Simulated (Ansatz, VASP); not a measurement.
Ca in VASP and in Ansatz

```
Ca
1.0
     0.00000    2.76214    2.76214
     2.76214    0.00000    2.76214
     2.76214    2.76214    0.00000
Ca
1
Direct
  0.00000 0.00000 0.00000
```

Alike in both runs: functional PBE; k mesh 16 × 16 × 16; occupations fermi-dirac, width 0.05 eV; no spin polarisation.

Ansatz relaxed the structure, and its values are those at the end. VASP's run is a single point on that final structure, the one shown.

```csv
,VASP,Ansatz
version,VASP 6.6.1,Ansatz 0.2.0
potentials or method,"VASP PAW PBE potentials, release 64 (Ca_sv)","PAW with Ansatz's default frozen-core files, scalar-relativistic"
plane-wave cutoff (eV),520,420
valence electrons in the cell,10,10
```

```tsv
	VASP	Ansatz	Ansatz less VASP
pressure (GPa)	0.0	0.0	0.00
```

With one functional, cell and mesh, what is left measures potentials, basis and numerics.
